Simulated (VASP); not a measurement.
# Ti (P6_3/mmc) in VASP: a series of runs, part 2 of 2

VASP 6.6.1.

## Step 5: Equation of state, PBE, 17.99 Å³/atom (volume scaled by 1.02)

The input, INCAR:

```
  ALGO = Normal
  EDIFF = 1E-7
  ENCUT = 520
  GGA = PE
  ISIF = 2
  ISMEAR = -1
  LASPH = True
  LCHARG = False
  LREAL = False
  LWAVE = False
  NBANDS = 19
  NELM = 100
  PREC = Accurate
  SIGMA = 0.05
```

The input, KPOINTS:

```
k-points
0
Gamma
  10 10 6
```

The input, POSCAR:

```
Ti
1.0
    2.9695369932      0.0000000000      0.0000000000
   -1.4847684966      2.5716944736      0.0000000000
    0.0000000000      0.0000000000      4.7109942807
Ti
2
Direct
    0.6666666667      0.3333333333      0.7500000000
    0.3333333333      0.6666666667      0.2500000000
```

Launch:

```bash
$ cat potpaw_PBE.64/Ti_sv/POTCAR > POTCAR
$ mpirun -np 1 vasp_std > vasp.out
```

Run time: 32 s. Hardware: 1 thread of Intel Xeon Platinum 8488C (Sapphire Rapids), shared host; peak memory 0.16 GiB.

Results (log left out):

```yaml
Free_energy: -15.6640 eV
Pressure: -3.7 GPa
Band_gap_on_the_k_mesh: none (metal or under the smearing width)
```

## Step 6: Equation of state, PBE, 18.34 Å³/atom (volume scaled by 1.04)

The input, INCAR:

```
PREC     = Accurate       # precision mode
ENCUT    = 520            # plane-wave cutoff, eV
EDIFF    = 1E-7           # SCF threshold, eV
ISMEAR   = -1             # smearing method
SIGMA    = 0.05           # smearing width, eV
LREAL    = False          # projectors in reciprocal space
LASPH    = True           # aspherical terms in the spheres
NELM     = 100            # most SCF steps
ALGO     = Normal         # electronic algorithm
ISIF     = 2              # what is computed and relaxed
LWAVE    = False          # write WAVECAR
LCHARG   = False          # write CHGCAR
GGA      = PE             # functional
NBANDS   = 19             # bands
```

The input, KPOINTS:

```
Automatic mesh
0
Gamma
  10 10 6
```

The input, POSCAR:

```
Ti
1.0
    2.9888202413      0.0000000000      0.0000000000
   -1.4944101206      2.5883942563      0.0000000000
    0.0000000000      0.0000000000      4.7415860099
Ti
2
Direct
    0.6666666667      0.3333333333      0.7500000000
    0.3333333333      0.6666666667      0.2500000000
```

Potentials or basis: VASP PAW PBE potentials, release 64 (Ti_sv).

Launch:

```bash
$ cat potpaw_PBE.64/Ti_sv/POTCAR > POTCAR
$ mpirun -np 1 vasp_std > vasp.out
```

Run time: 29 s. Hardware: 1 thread of Intel Xeon Platinum 8488C (Sapphire Rapids), shared host; peak memory 0.16 GiB.

Results (log left out):

```yaml
Free_energy: -15.6439 eV
Pressure: -5.5 GPa
Band_gap_on_the_k_mesh: none (metal or under the smearing width)
```

## Step 7: Equation of state, PBE, 18.69 Å³/atom (volume scaled by 1.06)

The input, INCAR:

```
SYSTEM = Ti
ALGO     = Normal         ! electronic algorithm
EDIFF    = 1E-7           ! SCF threshold, eV
ENCUT    = 520            ! plane-wave cutoff, eV
GGA      = PE             ! functional
ISIF     = 2              ! what is computed and relaxed
ISMEAR   = -1             ! smearing method
LASPH    = .TRUE.         ! aspherical terms in the spheres
LCHARG   = .FALSE.        ! write CHGCAR
LREAL    = .FALSE.        ! projectors in reciprocal space
LWAVE    = .FALSE.        ! write WAVECAR
NBANDS   = 19             ! bands
NELM     = 80             ! most SCF steps
PREC     = Accurate       ! precision mode
SIGMA    = 0.05           ! smearing width, eV
```

The input, KPOINTS:

```
k-points
0
G
  10 10 6
  0 0 0
```

The input, POSCAR:

```
Ti
1.0
    3.0078578261      0.0000000000      0.0000000000
   -1.5039289131      2.6048812885      0.0000000000
    0.0000000000      0.0000000000      4.7717880089
Ti
2
Direct
    0.6666666667      0.3333333333      0.7500000000
    0.3333333333      0.6666666667      0.2500000000
```

Launch:

```bash
$ cat potpaw_PBE.64/Ti_sv/POTCAR > POTCAR
$ mpirun -np 1 vasp_std > vasp.out
```

It took 28 s on 1 thread of Intel Xeon Platinum 8488C (Sapphire Rapids), shared host; peak memory 0.16 GiB.

Results (log left out):

| Quantity | Value |
| --- | --- |
| Free energy | -15.6160 eV |
| Pressure | -7.2 GPa |
| Band gap on the k mesh | none (metal or under the smearing width) |

## Step 8: Equation of state, PBE

Potentials or basis: VASP PAW PBE potentials, release 64 (Ti_sv).

This step only gathers the single runs of the series.

Results:

| Item | Value |
| --- | --- |
| Equilibrium volume | 17.37 Å³/atom |
| Bulk modulus at fixed shape and positions | 110 GPa |
| Pressure derivative of the bulk modulus | 3.5 |

Energy against volume, from the lowest point:
```
volume (Å³/atom)  energy (meV/atom)
          16.577              13.10
          16.930               3.79
          17.283               0.00
          17.636               1.26
          17.988               7.14
          18.341              17.22
          18.694              31.15
```

Caveat: the cell was scaled at fixed shape and fractional positions, which overstates the stiffness of a crystal with free parameters, most of all of layers and chains.

## Step 9: Equation of state, PBEsol, 16.58 Å³/atom (volume scaled by 0.94)

The input, INCAR:

```
ALGO = Normal
EDIFF = 1E-7
ENCUT = 520
GGA = PS
ISIF = 2
ISMEAR = -1
LASPH = True
LCHARG = False
LREAL = False
LWAVE = False
NBANDS = 19
NELM = 80
PREC = Accurate
SIGMA = 0.05
```

The input, KPOINTS:

```
k-points
0
Gamma
  10 10 6
```

The input, POSCAR:

```
Ti
1.0
    2.8897790207      0.0000000000      0.0000000000
   -1.4448895104      2.5026220433      0.0000000000
    0.0000000000      0.0000000000      4.5844629888
Ti
2
Direct
    0.6666666667      0.3333333333      0.7500000000
    0.3333333333      0.6666666667      0.2500000000
```

Potentials or basis: VASP PAW PBE potentials, release 64 (Ti_sv).

Launch:

```bash
$ cat potpaw_PBE.64/Ti_sv/POTCAR > POTCAR
$ mpirun -np 1 vasp_std > vasp.out
```

Wall time 45 s (1 thread of Intel Xeon Platinum 8375C at 2.90GHz (Ice Lake), shared host); peak memory 0.16 GiB.

It converged, with:

```
Free energy            : -16.6845 eV
Pressure               : 0.8 GPa
Band gap on the k mesh : none (metal or under the smearing width)
```

Caveat: the PAW data sets were made with another functional, which shifts forces and pressure a little.

## Step 10: Equation of state, PBEsol, 16.93 Å³/atom (volume scaled by 0.96)

INCAR is that of step 9.

KPOINTS is that of step 9.

The input, POSCAR:

```
Ti
1.0
    2.9101302477      0.0000000000      0.0000000000
   -1.4550651239      2.5202467229      0.0000000000
    0.0000000000      0.0000000000      4.6167490031
Ti
2
Direct
    0.6666666667      0.3333333333      0.7500000000
    0.3333333333      0.6666666667      0.2500000000
```

Launch:

```bash
$ cat potpaw_PBE.64/Ti_sv/POTCAR > POTCAR
$ mpirun -np 1 vasp_std > vasp.out
```

It took 42 s on 1 thread of Intel Xeon Platinum 8375C at 2.90GHz (Ice Lake), shared host; peak memory 0.16 GiB.

The run converged. Its results:

```
Free energy            : -16.6827 eV
Pressure               : -1.7 GPa
Band gap on the k mesh : none (metal or under the smearing width)
```

Caveat: the PAW data sets were made with another functional, which shifts forces and pressure a little.

## Step 11: Equation of state, PBEsol, 17.28 Å³/atom (volume scaled by 0.98)

INCAR is that of step 10.

KPOINTS is that of step 10.

The input, POSCAR:

```
Ti
1.0
    2.9302007457      0.0000000000      0.0000000000
   -1.4651003729      2.5376282840      0.0000000000
    0.0000000000      0.0000000000      4.6485896576
Ti
2
Direct
    0.6666666667      0.3333333333      0.7500000000
    0.3333333333      0.6666666667      0.2500000000
```

Launch:

```bash
$ cat potpaw_PBE.64/Ti_sv/POTCAR > POTCAR
$ mpirun -np 1 vasp_std > vasp.out
```

It took 42 s on 1 thread of Intel Xeon Platinum 8375C at 2.90GHz (Ice Lake), shared host; peak memory 0.16 GiB.

The run converged. Its results:

```yaml
Free_energy: -16.6706 eV
Pressure: -3.9 GPa
Band_gap_on_the_k_mesh: none (metal or under the smearing width)
```

Caveat: the PAW data sets were made with another functional, which shifts forces and pressure a little.

## Step 12: Equation of state, PBEsol, 17.99 Å³/atom (volume scaled by 1.02)

INCAR is that of step 11.

KPOINTS is that of step 11.

The input, POSCAR:

```
Ti
1.0
    2.9695369932      0.0000000000      0.0000000000
   -1.4847684966      2.5716944736      0.0000000000
    0.0000000000      0.0000000000      4.7109942807
Ti
2
Direct
    0.6666666667      0.3333333333      0.7500000000
    0.3333333333      0.6666666667      0.2500000000
```

Potentials or basis: VASP PAW PBE potentials, release 64 (Ti_sv).

Launch:

```bash
$ cat potpaw_PBE.64/Ti_sv/POTCAR > POTCAR
$ mpirun -np 1 vasp_std > vasp.out
```

Wall time 37 s (1 thread of Intel Xeon Platinum 8375C at 2.90GHz (Ice Lake), shared host); peak memory 0.16 GiB.

The run converged. Its results:

| Item | Value |
| --- | --- |
| Free energy | -16.6193 eV |
| Pressure | -7.7 GPa |
| Band gap on the k mesh | none (metal or under the smearing width) |

Caveat: the PAW data sets were made with another functional, which shifts forces and pressure a little.

## Step 13: Equation of state, PBEsol, 18.34 Å³/atom (volume scaled by 1.04)

INCAR is that of step 12.

KPOINTS is that of step 12.

The input, POSCAR:

```
Ti
1.0
    2.9888202413      0.0000000000      0.0000000000
   -1.4944101206      2.5883942563      0.0000000000
    0.0000000000      0.0000000000      4.7415860099
Ti
2
Direct
    0.6666666667      0.3333333333      0.7500000000
    0.3333333333      0.6666666667      0.2500000000
```

Launch:

```bash
$ cat potpaw_PBE.64/Ti_sv/POTCAR > POTCAR
$ mpirun -np 1 vasp_std > vasp.out
```

Wall time 40 s (1 thread of Intel Xeon Platinum 8375C at 2.90GHz (Ice Lake), shared host); peak memory 0.16 GiB.

It converged, with:

```
Free energy            : -16.5817 eV
Pressure               : -9.4 GPa
Band gap on the k mesh : none (metal or under the smearing width)
```

Caveat: the PAW data sets were made with another functional, which shifts forces and pressure a little.

## Step 14: Equation of state, PBEsol, 18.69 Å³/atom (volume scaled by 1.06)

INCAR is that of step 13.

KPOINTS is that of step 13.

The input, POSCAR:

```
Ti
1.0
    3.0078578261      0.0000000000      0.0000000000
   -1.5039289131      2.6048812885      0.0000000000
    0.0000000000      0.0000000000      4.7717880089
Ti
2
Direct
    0.6666666667      0.3333333333      0.7500000000
    0.3333333333      0.6666666667      0.2500000000
```

Launch:

```bash
$ cat potpaw_PBE.64/Ti_sv/POTCAR > POTCAR
$ mpirun -np 1 vasp_std > vasp.out
```

It took 46 s on 1 thread of Intel Xeon Platinum 8375C at 2.90GHz (Ice Lake), shared host; peak memory 0.16 GiB.

It converged, with:

| Quantity | Value |
| --- | --- |
| Free energy | -16.5370 eV |
| Pressure | -10.9 GPa |
| Band gap on the k mesh | none (metal or under the smearing width) |

Caveat: the PAW data sets were made with another functional, which shifts forces and pressure a little.

## Step 15: Equation of state, PBEsol

Potentials or basis: VASP PAW PBE potentials, release 64 (Ti_sv).

This step only gathers the single runs of the series.

Results:

| Item | Value |
| --- | --- |
| Equilibrium volume | 16.69 Å³/atom |
| Bulk modulus at fixed shape and positions | 117 GPa |
| Pressure derivative of the bulk modulus | 3.5 |

Energy against volume, from the lowest point:
| volume (Å³/atom) | energy (meV/atom) |
| --- | --- |
| 16.577 | 0.00 |
| 16.930 | 0.90 |
| 17.283 | 6.93 |
| 17.636 | 17.62 |
| 17.988 | 32.57 |
| 18.341 | 51.39 |
| 18.694 | 73.73 |

Caveat: the cell was scaled at fixed shape and fractional positions, which overstates the stiffness of a crystal with free parameters, most of all of layers and chains; the PAW data sets were made with another functional, which shifts forces and pressure a little.
